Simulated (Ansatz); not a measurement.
# ZnS: stress in a strained cell

Aim: deform ZnS (equal xx and yy strain of +3 %) and compute stress, forces and field gradients with LAPW, PAW and all-electron datasets made for the crystal.

Program: Ansatz 0.2.0. Level of theory: DFT PBEsol, scalar-relativistic. These are calculated values, not measurements.

## Step 1: The structure to begin with

The structure is cubic, space group F-43m (No. 216). The conventional cell has a = 5.409 Å, b = 5.409 Å, c = 5.409 Å, α = 90.00°, β = 90.00°, γ = 90.00°. Zn (site symmetry -43m) has 4 S at 2.34 Å as nearest neighbours. S (site symmetry -43m) has 4 Zn at 2.34 Å as nearest neighbours.

Structure file:

```cif
data_structure
_symmetry_space_group_name_H-M 'P 1'
_symmetry_Int_Tables_number 1
_cell_length_a 3.8250
_cell_length_b 3.8250
_cell_length_c 3.8250
_cell_angle_alpha 60.000
_cell_angle_beta 60.000
_cell_angle_gamma 60.000
_cell_volume 39.57
loop_
_atom_site_label
_atom_site_type_symbol
_atom_site_fract_x
_atom_site_fract_y
_atom_site_fract_z
_atom_site_occupancy
Zn1 Zn 0.00000 0.00000 0.00000 1
S1 S 0.75000 0.75000 0.75000 1
```

Atoms are numbered in the order of the input: Zn1, S2.

## Step 2: The deformed structure

Space group F-43m before, I-4m2 after.

## Step 3: Full-potential LAPW

Input file input.yaml:

```yaml
crystal:
  lattice:
    - [0.0, 2.7857895, 2.70465]
    - [2.7857895, 0.0, 2.70465]
    - [2.7857895, 2.7857895, 0.0]
  atoms:
    - { symbol: Zn, position: [0.0, 0.0, 0.0] }
    - { symbol: S, position: [0.75, 0.75, 0.75] }
kpoints:
  mp_grid: { grid: [8, 8, 8] }
  band_path:
    path:
      - [0.0, 0.0, 0.0]
      - [0.0, 0.5, 0.5]
      - [0.25, 0.75, 0.5]
      - [0.0, 0.5, 0.0]
      - [0.0, 0.0, 0.0]
      - [0.5, 0.5, 0.0]
      - [0.3826125, 0.6173875, 0.0]
      - [-0.3826125, 0.3826125, 0.0]
      - [0.0, 0.0, 0.0]
    npoints: 5
scf:
  occupations: { method: fermi_dirac, width: 0.01 }
hamiltonian:
  xc: pbesol
  pseudopotentials: { kind: all_electron, lapw: { basis_error: 0.00025 } }
output:
  forces: true
  stress: true
  eigenvalues: true
```

The run is started by

```console
$ ansatz run input.yaml --threads 1 --pin off --max-ram 3072MiB --backend cpu --events-out ev --progress --plain --runs-dir out
```

The log of the run (excerpt; [...] marks lines left out):

```text
LAPW: plane waves up to 9.073 Å⁻¹, error target 2.5e-4 eV per atom; small_component_spin mean_spin; S in spheres of 1.068 Å, 14 of its electrons in bands, Dirac shells []; Zn in spheres of 1.322 Å, 20 of its electrons in bands, Dirac shells []
[...]
Pseudopotentials: kind: all_electron
Pseudopotential: Zn, LAPW, valence charge 20, Koelling and Harmon's equation, gaussian nucleus
Pseudopotential: S, LAPW, valence charge 14, Koelling and Harmon's equation, gaussian nucleus
Functional definition: PBEsol
[...]
Crystal: 2 atoms, lattice volume = 41.980 Å³
Basis set: ecut = 313.63946130000767 eV, 535 PW (Γ), exchange–correlation at level 2
Bands: 21, of which v1, the nominal top of the filled ones, is band 17 counted from 1 (16 counted from 0)
Symmetry: 8 space group operations
Space group: I-4m2 (ITA 119), of the structure as read, at distance tolerance 3.5e-5 Å
k-points: 59 of 512 (time reversal used)
[...]
SCF iter   1: F=—  HF=-59682.415226 eV  |F-HF|=—  |Δ(HF+E_count)|=         —  Δρ=3.69e-2  dr2=9.57e-1  ethr=2.81e-3  ⟨swp⟩=2.0  Hψ=8413  notcnv=0
[...]
the basis was enlarged: its passes take 328.5 KiB over the memory plan, 1 of 1 planned eigensolver slots
[...]
SCF iter   7: F=-59681.999851 eV  HF=-59681.999851 eV  |F-HF|=7.97e-9  |Δ(HF+E_count)|=   1.09e-6  Δρ=3.94e-6  dr2=4.83e-9  ethr=2.20e-9  ⟨swp⟩=3.0  Hψ=3626  notcnv=0
[...]
NSCF: frozen V_eff on 41 k-points
SCF converged after 7 iterations
Free energy (F): -59681.999851 eV
[...]
E sigma→0 (E₀):  -59681.999851 eV
Fermi energy:    7.232011 eV
[...]
--- Forces (eV/Å), atoms counted from 1 ---
  atom   1  Zn     0.00000000    -0.00000000    -0.00000000
  atom   2  S     -0.00000000     0.00000000    -0.00000000
[...]
--- Stress (GPa, compression-positive) ---
       -6.165284      -0.000000       0.000000
       -0.000000      -6.165284       0.000000
        0.000000       0.000000      -4.911268
  P = ⅓ Tr σ = -5.7473 GPa (-57.473 kbar)
--- Band table (eV; the first three rows and the last of 59) ---
  k-point 0: bands = ["-197.8499", "-142.9081", "-142.9081", "-142.9030", "-118.0694", "-72.4060", "-72.3976", "-72.3976", "-6.3892", "0.1934", "0.1934", "0.2082", "0.6213", "0.6285", "6.3119", "6.3119", "6.4064", "8.0577", "12.6628", "12.6648", "12.6648"]
[...]
```

Run time: 23 s. Hardware: 1 thread of Arm Neoverse V2, shared host; peak memory 0.35 GiB.

Read from it: pressure -5.75 GPa; gap 1.65 eV, direct at Γ.

## Step 4: PAW with frozen cores

Input file input.yaml:

```yaml
crystal:
  lattice:
    - [0.0, 2.7857895, 2.70465]
    - [2.7857895, 0.0, 2.70465]
    - [2.7857895, 2.7857895, 0.0]
  atoms:
    - { symbol: Zn, position: [0.0, 0.0, 0.0] }
    - { symbol: S, position: [0.75, 0.75, 0.75] }
kpoints:
  mp_grid: { grid: [8, 8, 8] }
scf:
  occupations: { method: fermi_dirac, width: 0.01 }
hamiltonian:
  xc: pbesol
  pseudopotentials: { kind: paw }
output:
  forces: true
  stress: true
  eigenvalues: true
  efg: { contact_densities: true }
  write_density: true
  write_potential: true
  elf: true
  volumetric_format: npy
```

The run is started by

```console
$ ansatz run input.yaml --threads 1 --pin off --max-ram 3072MiB --backend cpu --events-out ev --progress --plain --runs-dir out
```

The log of the run (excerpt; [...] marks lines left out):

```text
[...]
Pseudopotentials: kind: paw
Pseudopotential: Zn, paw, valence charge 12, recommended cutoff 420 eV (normal)
Pseudopotential: S, paw, valence charge 6, recommended cutoff 420 eV (normal)
Functional definition: PBEsol
[...]
Crystal: 2 atoms, lattice volume = 41.980 Å³
Basis set: ecut = 420 eV, 845 PW (Γ), exchange–correlation on 54×54×54 points (8 copies of the dense FFT grid, shifted against one another)
Bands: 13, of which v1, the nominal top of the filled ones, is band 9 counted from 1 (8 counted from 0)
Symmetry: 8 space group operations
Space group: I-4m2 (ITA 119), of the structure as read, at distance tolerance 3.5e-5 Å
k-points: 59 of 512 (time reversal used)
[...]
SCF iter   1: F=—  HF=-4167.372358 eV  |F-HF|=—  |Δ(HF+E_count)|=         —  Δρ=5.27e-3  dr2=1.50e-2  ethr=1.77e-3  ⟨swp⟩=5.7  Hψ=4698  notcnv=0
[...]
Fermi energy:    5.794070 eV
[...]
--- Forces (eV/Å), atoms counted from 1 ---
  atom   1  Zn    -0.00000000     0.00000000    -0.00000000
  atom   2  S      0.00000000    -0.00000000     0.00000000
[...]
--- Stress (GPa, compression-positive) ---
       -6.173932       0.000000       0.000000
        0.000000      -6.173932       0.000000
       -0.000000       0.000000      -4.918746
  P = ⅓ Tr σ = -5.7555 GPa (-57.555 kbar)
--- PAW observables at the nuclei: V_zz in 10²¹ V/m², potentials from the cell's mean, atoms counted from 1 ---
  atom   1  Zn V_zz =    +0.517135   η = 0.0000   by run symmetry: allowed
            electrostatic potential = -3940.668262 V   contact ρ = 166266.148018 e/Å³
  atom   2  S  V_zz =    -0.593402   η = 0.0000   by run symmetry: allowed
            electrostatic potential = -1631.952057 V   contact ρ = 19698.954361 e/Å³
--- Band table (eV; the first three rows and the last of 59) ---
  k-point 0: bands = ["-7.8280", "-1.2438", "-1.2438", "-1.2284", "-0.8148", "-0.8084", "4.8754", "4.8754", "4.9701", "6.6180", "11.2238", "11.2260", "11.2260"]
[...]
```

Wall time 4.9 s (1 thread of Arm Neoverse V2, shared host); peak memory 0.37 GiB.

This run gives: pressure -5.76 GPa; gap on the k mesh 1.65 eV; Vzz Zn1 0.52 (η = 0.00), S2 -0.59 (η = 0.00) (10²¹ V/m²).

The fields are shown in the conventional cell of this run's space group, carried over from its grid by interpolation.

Density in a lattice plane of the grid's cell (edges 3.94 and 5.41 Å, at 0.000 of the third edge), which holds Zn and S.

Ten even steps from '0' (-0.04 e/Å³) to '9' (45.97 e/Å³):
```
420000000000000002
000000000000000000
000000000000000000
000000000000000000
000000000000000000
000000000000000000
000000000000000000
000000000000000000
000000000000000000
000000000000000000
000000000000000000
000000000000000000
000000000000000000
000000000000000000
000000000000000000
000000000000000000
000000000000000000
000000000000000000
420000000000000002
961000000000000016
```
Columns run along the first of these edges and rows up along the second, over one cell in 18 and 20 even steps from the bottom left corner. Atoms in the plane (fractional): Zn at (0.00, 0.00), S at (0.50, 0.25).

ELF in the same plane.

Ten even steps from '0' (0.00) to '9' (0.89):
```
000121222322212100
001221111111112210
112111000000011121
111110000000001111
111100000000000111
000000000000000000
000000000000000000
000000000100000000
000000122322100000
000012356665321000
000135678887653100
001357899999875310
002478888788887420
013589863136898531
113689850005898631
112489973137998421
112358998789985321
001236999999963210
000123688888632100
000112356665321100
```
Columns run along the first of these edges and rows up along the second, over one cell in 18 and 20 even steps from the bottom left corner. Atoms in the plane (fractional): Zn at (0.00, 0.00), S at (0.50, 0.25).

Both are smooth fields of the valence electrons: close to the nuclei they are not physical.

Outside the cores ELF peaks at 0.90 on the S–Zn line, 0.8 Å from S.

## Step 5: Datasets made for this crystal

Edit input.yaml of step 4 so:

```diff
@@ -14,3 +14,3 @@
   xc: pbesol
-  pseudopotentials: { kind: paw }
+  pseudopotentials: { kind: all_electron, datasets: crystal }
 output:
@@ -20,5 +20 @@
   efg: { contact_densities: true }
-  write_density: true
-  write_potential: true
-  elf: true
-  volumetric_format: npy
```

The run is started by

```console
$ ansatz run input.yaml --threads 1 --pin off --max-ram 3072MiB --backend cpu --events-out ev --progress --plain --runs-dir out
```

The log of the run (excerpt; [...] marks lines left out):

```text
[...]
Pseudopotentials: kind: all_electron
Pseudopotential: Zn, paw, valence charge 20, recommended cutoff 280 eV (normal), Koelling and Harmon's equation, gaussian nucleus
Pseudopotential: S, paw, valence charge 6, recommended cutoff 280 eV (normal), Koelling and Harmon's equation, gaussian nucleus
Functional definition: PBEsol
[...]
Crystal: 2 atoms, lattice volume = 41.980 Å³
Basis set: ecut = 280 eV, 443 PW (Γ), exchange–correlation on 48×48×48 points (8 copies of the dense FFT grid, shifted against one another)
Bands: 13, of which v1, the nominal top of the filled ones, is band 9 counted from 1 (8 counted from 0)
Symmetry: 8 space group operations
Space group: I-4m2 (ITA 119), of the structure as read, at distance tolerance 3.5e-5 Å
k-points: 59 of 512 (time reversal used)
[...]
  atom   1  Zn    -0.00000000    -0.00000000    -0.00000000
  atom   2  S      0.00000000     0.00000000    -0.00000000
[...]
--- Stress (GPa, compression-positive) ---
       -6.166182      -0.000000      -0.000000
        0.000000      -6.166182       0.000000
        0.000000       0.000000      -4.912112
  P = ⅓ Tr σ = -5.7482 GPa (-57.482 kbar)
  It holds what live shells' own plane waves past their cutoff add
--- PAW observables at the nuclei: V_zz in 10²¹ V/m², potentials from the cell's mean, atoms counted from 1 ---
  atom   1  Zn V_zz =    +0.523723   η = 0.0000   by run symmetry: allowed
            electrostatic potential = -3938.980586 V   contact ρ = 166336.032043 e/Å³
  atom   2  S  V_zz =    -0.586011   η = 0.0000   by run symmetry: allowed
            electrostatic potential = -1630.506164 V   contact ρ = 19716.896418 e/Å³
--- Band table (eV; the first three rows and the last of 59) ---
  k-point 0: bands = ["-6.3892", "0.1933", "0.1933", "0.2081", "0.6212", "0.6284", "6.3119", "6.3119", "6.4063", "8.0577", "12.6628"]
[...]
```

Run time: 8.1 s. Hardware: 1 thread of Arm Neoverse V2, shared host; peak memory 0.51 GiB.

In short: pressure -5.75 GPa; gap on the k mesh 1.65 eV; Vzz Zn1 0.52 (η = 0.00), S2 -0.59 (η = 0.00) (10²¹ V/m²).

## Step 6: Side by side

Stress (GPa, compression positive):

```tsv
method	xx	yy	zz	yz	xz	xy
LAPW	-6.17	-6.17	-4.91	0.00	0.00	0.00
PAW	-6.17	-6.17	-4.92	0.00	0.00	0.00
crystal datasets	-6.17	-6.17	-4.91	0.00	0.00	0.00
```

| method | pressure (GPa) | gap on the k mesh (eV) | Vzz Zn1 (10²¹ V/m²) | Vzz S2 (10²¹ V/m²) | SCF cycles, all passes |
| --- | --- | --- | --- | --- | --- |
| LAPW | -5.75 | 1.65 | – | – | 7 |
| PAW | -5.76 | 1.65 | 0.52 | -0.59 | 7 |
| crystal datasets | -5.75 | 1.65 | 0.52 | -0.59 | 8 |

## Step 7: Summary of results

| quantity | value |
| --- | --- |
| pressure | LAPW -5.75, PAW -5.76, crystal datasets -5.75 GPa |
| largest shear or deviatoric stress (LAPW) | 0.84 GPa |

In words: The largest part of the stress beyond the pressure is 0.84 GPa in size, in the zz component; the atoms are carried along and not relaxed. No run of the undeformed cell stands beside it, so the pressure holds what the given cell had before the change. PAW: stress within 0.01 GPa of LAPW. Crystal datasets: stress within 0.01 GPa of LAPW.
